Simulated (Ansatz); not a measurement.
InCuS2 (chalcopyrite), relaxed with PBEsol (Ansatz, an electronic-structure program, plane waves, PAW): a = 5.4824 Å, b = 5.4824 Å, c = 11.0459 Å, α = 90.00°, β = 90.00°, γ = 90.00°.

- ΔH_f (eV/atom) = -0.51
- B₀ by P(V) fit (GPa) = 76.1

Task: The same phase is relaxed and computed with LDA in the same code. What are the cell and these values now?

Result: a = b = 5.4275 Å, c = 10.9249 Å, α = β = γ = 90.00°.

- ΔH_f (eV/atom): -0.53
- B₀ by P(V) fit (GPa): 83.8

All cells were relaxed under the symmetry of their starts (and spin orders); stability against distortions was not tested throughout. Rows with no word on spin ran without spin polarisation. Scalar-relativistic: spin–orbit coupling is off unless named, which matters more the heavier the elements.

Potentials: the later of the program's two PAW sets.

Ansatz is a plane-wave DFT program.

Formation energies count from the lowest solids of the elements computed at the same level, not from gases.
